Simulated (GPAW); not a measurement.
A run of GPAW 26.7.0 is set up as follows.

The input run.py:

```python
from ase import Atoms
from ase.calculators.mixing import SumCalculator
from ase.filters import FrechetCellFilter
from ase.io import write
from ase.optimize import BFGS
from dftd3.ase import DFTD3
from gpaw import GPAW, PW, setup_paths

setup_paths.insert(0, '.')

atoms = Atoms(['W'],
              cell=[[-1.582345, 1.582345, 1.582345],
                    [1.582345, -1.582345, 1.582345],
                    [1.582345, 1.582345, -1.582345]],
              scaled_positions=[[0.0, 0.0, 0.0]],
              pbc=True)

calc = GPAW(mode=PW(600),
            xc='PBEsol',
            kpts={'size': (12, 12, 12), 'gamma': True},
            occupations={'name': 'fermi-dirac', 'width': 0.05},
            nbands=16,
            convergence={'density': 1e-05, 'forces': 0.0001},
            maxiter=150,
            txt='gpaw.txt')
atoms.calc = SumCalculator([calc, DFTD3(method='pbesol', damping='d3zero')])
opt = BFGS(FrechetCellFilter(atoms), trajectory='relax.traj', logfile='-')
done = opt.run(fmax=0.02, steps=60)
calc.write('gs.gpw')
write('result.traj', atoms)
print('Converged:', done)
print('Cell:', atoms.cell.cellpar().round(4))
print('Volume:', round(atoms.get_volume(), 4))
print(atoms.get_scaled_positions().round(5))
```

Potentials or basis: PAW data sets generated in the run's folder for this functional, pw.

Run with:

```bash
$ gpaw-setup -f PBEsol W
$ OMP_NUM_THREADS=1 python run.py
```

Predict the dispersion energy per atom.

-0.520 eV.

Predict the space group after relaxing (to 0.05 Å).

Im-3m (No. 229).

Step by step:
```
step  energy change (eV)  largest force (eV/Å)  pressure (GPa)  volume (Å³)
   1              0.0000                0.0000           -9.90        15.85
   2             -0.0136                0.0000            3.52        15.20
   3             -0.0154                0.0000           -0.10        15.36
```

Caveat: later steps reuse the first step's grids; pairwise dispersion overbinds metals, which lowers pressure and volume. The run has no spin-orbit coupling, so splittings on W are missing.
